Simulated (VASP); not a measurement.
# Zr: relaxation of shape and atoms at fixed volume with r2SCAN

Zr:

```
Zr
1.0
     5.06815    0.00000    0.00000
    -2.53407    4.38914    0.00000
     0.00000    0.00000    3.18288
Zr
3
Direct
  0.66667 0.33333 0.50000
  0.33333 0.66667 0.50000
  0.00000 0.00000 0.00000
```

The cell was built by a generator and needn't be a form met in nature.

The cell isn't the ideal one: a relaxed cell with its volume scaled by 1.02.

```
Program                : VASP 6.6.1
Task                   : relaxation of shape and atoms at fixed volume
Functional             : r2SCAN
Potentials or basis    : VASP PAW PBE potentials, release 64 (Zr_sv)
Cutoff                 : 600 eV
k mesh                 : 9 × 9 × 12
Occupations            : methfessel-paxton, width 0.1 eV
Spin                   : no spin polarisation
Further INCAR settings : ALGO = Normal; EDIFF = 1e-07; IBRION = 2; EDIFFG = -0.01; NSW = 40; ISIF = 4
```

```json
{"Energy gained by relaxing": "0.0 meV/atom", "Ionic steps": "2", "Pressure after relaxing": "-1.8 GPa", "Band gap on the k mesh": "none (metal or under the smearing width)"}
```

Final structure:
```
Zr
1.0
     5.07056    0.00000    0.00000
    -2.53528    4.39123    0.00000
     0.00000    0.00000    3.17986
Zr
3
Direct
  0.66667 0.33333 0.50000
  0.33333 0.66667 0.50000
  0.00000 0.00000 0.00000
```

Levels at points of the mesh, in eV from the Fermi level:
```csv
k point,band 14,band 15,band 16,band 17,band 18,band 19,band 20,band 21,band 22
"(0.00, 0.00, 0.00)",-2.41,-0.65,-0.65,-0.58,-0.58,-0.10,1.00,1.76,1.76
"(0.00, 0.00, 0.50)",-2.54,-2.35,-2.00,-2.00,-1.64,1.25,1.25,1.75,1.75
```

Run time: 10 min on 1 thread of Intel(R) Xeon(R) Platinum 8488C (Sapphire Rapids), with other jobs on the host, peak memory 0.3 GiB.

Caveat: the PAW data sets were made with another functional, which shifts forces and pressure a little.
